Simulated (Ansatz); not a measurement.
# Property card for NaH

All numbers below come from DFT PBE, scalar-relativistic, plane waves, PAW in Ansatz 0.2.0.

Settings: cutoff 420 eV, Γ-centred mesh 12×12×10 on the computed 2-atom cell, Gaussian smearing of 0.02 eV; no spin polarisation.

The structure is relaxed at this level of theory with its symmetry kept, and needn't be the ground state of this composition.

```cif
data_structure
_symmetry_space_group_name_H-M 'P-6m2'
_symmetry_Int_Tables_number 187
_cell_length_a 3.3083
_cell_length_b 3.3083
_cell_length_c 3.0251
_cell_angle_alpha 90.000
_cell_angle_beta 90.000
_cell_angle_gamma 120.000
_cell_volume 28.67
loop_
_atom_site_label
_atom_site_type_symbol
_atom_site_symmetry_multiplicity
_atom_site_Wyckoff_symbol
_atom_site_fract_x
_atom_site_fract_y
_atom_site_fract_z
_atom_site_occupancy
Na1 Na 1 d 0.33333 0.66667 0.50000 1
H1 H 1 e 0.66667 0.33333 0.00000 1
```

| Quantity | Value |
| --- | --- |
| Space group | P-6m2 (No. 187) |
| Volume per atom | 14.34 Å³ |
| Formation energy from the elements' standard states (uncorrected) | -0.113 eV/atom |
| Kohn–Sham band gap | 2.31 eV, indirect from H to A |
| Orbital (Löwdin) character of the top 1 eV of the valence band | H 1s 95 % |
| Orbital (Löwdin) character of the lowest 1 eV of the conduction band | Na 3s 75 %, unprojected 20 % |
| Electron masses at the edge by direction of the standard setting (m_e; one valley, along these axes only; no spin-orbit coupling) | x: 0.97; y: 0.97; z: 0.23 |
| Hole masses at the edge by direction of the standard setting (m_e; one valley, along these axes only; no spin-orbit coupling) | x: 1.3; y: 1.3; z: 0.79 |
| Bader charge by site (e) | Na (1 in the cell) 0.81, H (1 in the cell) -0.81 |

Another cell of NaH relaxed alike, in P6_3/mmc, lies 60 meV/atom lower, so this cell isn't the stable form at this level.

The cell was found from a structure generator's guess, not taken from experiment. Kohn–Sham gaps at this level usually fall short of measured ones. Löwdin shares on free-atom orbitals overweight diffuse shells in the empty bands.
